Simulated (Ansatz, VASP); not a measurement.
**One calculation of Hf, two programs**

INCAR

```
  ALGO = Normal
  EDIFF = 1E-7
  ENCUT = 520
  GGA = RP
  ISIF = 2
  ISMEAR = -1
  LASPH = True
  LCHARG = False
  LREAL = False
  LWAVE = False
  NBANDS = 22
  NELM = 80
  PREC = Accurate
  SIGMA = 0.1
```

The input KPOINTS:

```
k-points
0
Gamma
  8 8 11
```

Contents of POSCAR:

```
Hf
1.0
    5.1724224596      0.0000000000      0.0000000000
   -2.5862112298      4.4794492491      0.0000000000
    0.0000000000      0.0000000000      3.2078471199
Hf
3
Direct
    1.0000000000      1.0000000000      0.0000000000
    0.3333333333      0.6666666667      0.5000000000
    0.6666666667      0.3333333333      0.5000000000
```

Input for Ansatz:

```yaml
crystal:
  lattice:
    - [5.1724224596, 0.0, 0.0]
    - [-2.5862112298, 4.4794492491, 0.0]
    - [0.0, 0.0, 3.2078471199]
  atoms:
    - { symbol: Hf, position: [1.0, 1.0, 0.0] }
    - { symbol: Hf, position: [0.3333333333, 0.6666666667, 0.5] }
    - { symbol: Hf, position: [0.6666666667, 0.3333333333, 0.5] }
hamiltonian:
  xc: rpbe
  pseudopotentials:
    kind: paw
    azcp:
      Hf: "pseudopotentials/Hf.paw.azcp"
basis:
  ecutwfc: 420
  fft_grid_basis: typed
kpoints:
  mp_grid: { grid: [8, 8, 11], shift: [0, 0, 0] }
magnetization:
  spin_polarized: false
scf:
  occupations: { method: fermi_dirac, width: 0.1 }
  lower_state_search: "off"
output:
  stress: true
```

Alike in both runs: task single point; functional RPBE; k mesh 8 × 8 × 11; occupations fermi-dirac, width 0.1 eV; no spin polarisation.

|  | VASP | Ansatz |
| --- | --- | --- |
| version | VASP 6.6.1 | Ansatz 0.2.0 |
| potentials or method | VASP PAW PBE potentials, release 64 (Hf_pv) | plane waves (420 eV) with PAW, scalar-relativistic |
| plane-wave cutoff (eV) | 520 | 420 |
| valence electrons in the cell | 30 | 78 |

```tsv
	VASP	Ansatz	Ansatz less VASP
pressure (GPa)	-7.2	-6.7	+0.44
largest component of the traceless stress (GPa)	0.10	0.03	-0.078
```

The two sets of potentials don't hold the same shells in valence.

Caveats: the PAW data sets were made with another functional, which shifts forces and pressure a little (VASP). The runs have no spin-orbit coupling, so splittings on Hf are missing.
